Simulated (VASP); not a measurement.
MnF2:

```xyz
6
Lattice="4.8738 0.0000 0.0000 0.0000 4.8738 0.0000 0.0000 0.0000 3.3107" Properties=species:S:1:pos:R:3 pbc="T T T"
Mn    2.4369    2.4369    1.6554
Mn    0.0000    0.0000    0.0000
F     3.9249    0.9489    1.6554
F     3.3858    3.3858    0.0000
F     0.9489    3.9249    1.6554
F     1.4880    1.4880    0.0000
```

Base run:

```yaml
Program: VASP 6.6.1
Functional: AM05
Potentials_or_basis: VASP PAW PBE potentials, release 64 (Mn_pv, F)
Cutoff: 520 eV
k_mesh: 6 × 6 × 8
Occupations: fermi-dirac, width 0.05 eV
Spin: collinear spin, ferromagnetic start
Starting_moments: "[4.0, 4.0, 0.0, 0.0, 0.0, 0.0] μB"
```

Its results: band gap on the k mesh 1.11 eV, direct; pressure 0.5 GPa; net moment 10.00 μB per cell; site moments Mn +4.58; F +0.08 μB.

Q: The run is repeated on the same cell with these changes: functional from AM05 to PBE; occupations from fermi-dirac, width 0.05 eV to gaussian, width 0.011 eV. What comes out?

A: Band gap on the k mesh 1.12 eV, direct; pressure 3.7 GPa; net moment 10.00 μB per cell; site moments Mn +4.59; F +0.09 μB.

Caveats: only a ferromagnetic start was run, and an antiferromagnetic order may lie lower in energy; the PAW data sets were made with another functional, which shifts forces and pressure a little (some runs).
